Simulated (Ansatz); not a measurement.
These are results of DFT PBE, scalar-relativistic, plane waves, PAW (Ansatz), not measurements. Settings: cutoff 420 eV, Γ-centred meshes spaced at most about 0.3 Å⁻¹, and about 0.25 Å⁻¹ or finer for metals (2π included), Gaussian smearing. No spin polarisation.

Temperature and zero-point effects are left out.

Compare these two cells of In₃Sb₂As, each relaxed at this level.

A.

Space group P6_3mc (No. 186). a = 4.578 Å, b = 4.578 Å, c = 22.590 Å, α = 90.00°, β = 90.00°, γ = 120.00°
| atom | site | symmetry | x | y | z |
| --- | --- | --- | --- | --- | --- |
| In | 2b | 3m. | 0.6667 | 0.3333 | 0.1729 |
| In | 2b | 3m. | 0.6667 | 0.3333 | 0.5004 |
| In | 2b | 3m. | 0.6667 | 0.3333 | 0.8274 |
| Sb | 2b | 3m. | 0.6667 | 0.3333 | 0.6274 |
| Sb | 2b | 3m. | 0.6667 | 0.3333 | 0.9552 |
| As | 2b | 3m. | 0.6667 | 0.3333 | 0.2921 |

B.

Space group P3m1 (No. 156). a = 4.194 Å, b = 4.194 Å, c = 11.376 Å, α = 90.00°, β = 90.00°, γ = 120.00°
```
atom  site  symmetry       x       y       z
  In    1c       3m.  0.6667  0.3333  0.4212
  In    1c       3m.  0.6667  0.3333  0.1013
  In    1a       3m.  0.0000  0.0000  0.9162
  Sb    1b       3m.  0.3333  0.6667  0.7190
  Sb    1b       3m.  0.3333  0.6667  0.2569
  As    1a       3m.  0.0000  0.0000  0.5854
```

Task: Which is lower in energy, and by how much?

Result: A is lower, by 184 meV/atom. A has Sb and As ordered on wurtzite sites, space group P6_3mc (No. 186), 34.2 Å³/atom and no gap on its mesh; B has space group P3m1 (No. 156), 28.9 Å³/atom and no gap. Counting As or Sb atoms around In (for each partner element, those within 1.25 times its shortest distance or 1.15 times the sum of covalent radii, where it is the nearest in units of that sum or under 1.3; a slash parts the counts of unlike sites), A has In 4 and B has In 3/6. The lower one is the more open, so pressure narrows the difference. Both come from invented guesses. The lowest form computed isn't among them: it has Sb and As ordered on zinc blende sites, space group P3m1 (No. 156), 34.2 Å³/atom and lies 10 meV/atom below the best shown.

These runs have no spin–orbit coupling, which can matter for Sb. The zero gap of P6_3mc may come from the functional, which often closes small gaps. Cells relaxed within their symmetry can be saddle points. Some structure types and database cells were kept out of the candidates from the start, so a known form may be missing.
